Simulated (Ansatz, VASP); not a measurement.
Ir: VASP beside Ansatz

```xyz
1
Lattice="0.0000 1.9156 1.9156 1.9156 0.0000 1.9156 1.9156 1.9156 0.0000" Properties=species:S:1:pos:R:3 pbc="T T T"
Ir    0.0000    0.0000    0.0000
```

Alike in both runs: task relaxation of cell and atoms; functional RPBE; k mesh 12 × 12 × 12; no spin polarisation.

```csv
,VASP,Ansatz
version,VASP 6.6.1,Ansatz 0.2.0
potentials or method,"VASP PAW PBE potentials, release 64 (Ir)","plane waves, PAW"
plane-wave cutoff (eV),600,517
occupations,"methfessel-paxton of order 1, width 0.1 eV","cold, width 0.1 eV"
valence electrons in the cell,9,17
```

```tsv
	VASP	Ansatz	Ansatz less VASP
relaxed volume (Å³/atom)	14.68	14.65	-0.025
relaxed cell length with the largest relative difference (Å)	2.748	2.747	-0.0016
energy change over the relaxation (meV/atom)	-29	-27	+2.0
```

The two sets of potentials don't hold the same shells in valence.

Caveats: the PAW data sets were made with another functional, which shifts forces and pressure a little (VASP). Zero-point motion and thermal expansion aren't in these numbers. Spin-orbit coupling is left out, which matters for the levels of Ir.
